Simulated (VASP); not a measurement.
Wanted: the native input for a VASP 6.6.1 run.

* Task: relaxation of cell and atoms
* Functional: PBEsol
* Potentials or basis: VASP PAW PBE potentials, release 64 (Lu, H)
* Cutoff: 600 eV
* k mesh: 14 × 14 × 14
* Occupations: methfessel-paxton, width 0.1 eV
* Spin: no spin polarisation
* Further INCAR settings: ALGO = Normal; EDIFF = 1e-06; IBRION = 2; EDIFFG = -0.01; NSW = 90; ISIF = 3

The structure of LuH2 lies in POSCAR:

```
LuH2
1.0
    0.0000000000      2.5165000000      2.5165000000
    2.5165000000      0.0000000000      2.5165000000
    2.5165000000      2.5165000000      0.0000000000
Lu H
1 2
Direct
    0.0000000000      0.0000000000      0.0000000000
    0.2500000000      0.2500000000      0.2500000000
    0.7500000000      0.7500000000      0.7500000000
```

The input as run:

INCAR

```
SYSTEM = LuH2
ALGO = Normal
EDIFF = 1E-6
EDIFFG = -0.01
ENCUT = 600
GGA = PS
IBRION = 2
ISIF = 3
ISMEAR = 1
KPAR = 2
LASPH = .TRUE.
LCHARG = .FALSE.
LREAL = .FALSE.
LWAVE = .FALSE.
NELM = 80
NSW = 90
PREC = Accurate
SIGMA = 0.1
```

KPOINTS

```
k-points
0
G
  14 14 14
  0 0 0
```

Potentials or basis: VASP PAW PBE potentials, release 64 (Lu, H).

Launch:

```console
$ cat potpaw_PBE.64/Lu/POTCAR potpaw_PBE.64/H/POTCAR > POTCAR
$ mpirun -np 2 vasp_std > vasp.out
```

Results of the run:

- Relaxed volume: 10.20 Å³/atom
- Relaxed cell: a = 3.511 Å, b = 3.511 Å, c = 3.511 Å, α = 60.00°, β = 60.00°, γ = 60.00°
- Space group after relaxing (to 0.05 Å): Fm-3m (No. 225)
- Energy gained by relaxing: 5.0 meV/atom
- Ionic steps: 3
- Pressure after relaxing: 0.0 GPa
- Band gap on the k mesh: none (metal or under the smearing width)

Caveat: the PAW data sets were made with another functional, which shifts forces and pressure a little.

Run time: 40 s on 2 MPI ranks on AMD EPYC 9R45 96-Core Processor (Zen 5) (shared host), peak memory 0.2 GiB a rank.
